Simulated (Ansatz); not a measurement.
MnO:

```
Mn O
1.0
     0.00000    2.22200    2.22200
     2.22200    0.00000    2.22200
     2.22200    2.22200    0.00000
Mn O
1 1
Direct
  0.00000 0.00000 0.00000
  0.50000 0.50000 0.50000
```

Base run:

| Property | Result |
| --- | --- |
| Program | Ansatz 0.2.0 |
| Functional | PBE |
| Potentials or basis | Ansatz PAW |
| Cutoff | 420 eV (not typed: the program's choice for these potentials) |
| k mesh | 10 × 10 × 10 |
| Occupations | fermi-dirac, width 0.05 eV |
| Spin | collinear spin, ferromagnetic start |
| Starting moments | [4.0, 0.0] μB |
| Hubbard terms | Mn d U = 1 eV |

Its results: band gap on the k mesh none (metal or under the smearing width); pressure 5.3 GPa; net moment 4.96 μB per cell; site moments Mn +4.19; O +0.24 μB.

Q: The run is repeated on the same cell with these changes: hubbard terms from Mn d U = 1 eV to none; hubbard projectors from ortho-atomic (the default) to none. What comes out?

A: Band gap on the k mesh none (metal or under the smearing width); pressure 0.4 GPa; net moment 4.79 μB per cell; site moments Mn +4.06; O +0.24 μB.

Caveats: a cell with one magnetic atom can't hold antiferromagnetic order, which such compounds often take; the density of states is complete only up to the lowest level of the last band computed; the magnetic or orbital state may not be the lowest (some runs); semilocal functionals often make such compounds metallic where correlation or magnetic order opens a gap, which also shifts bond lengths (some runs).
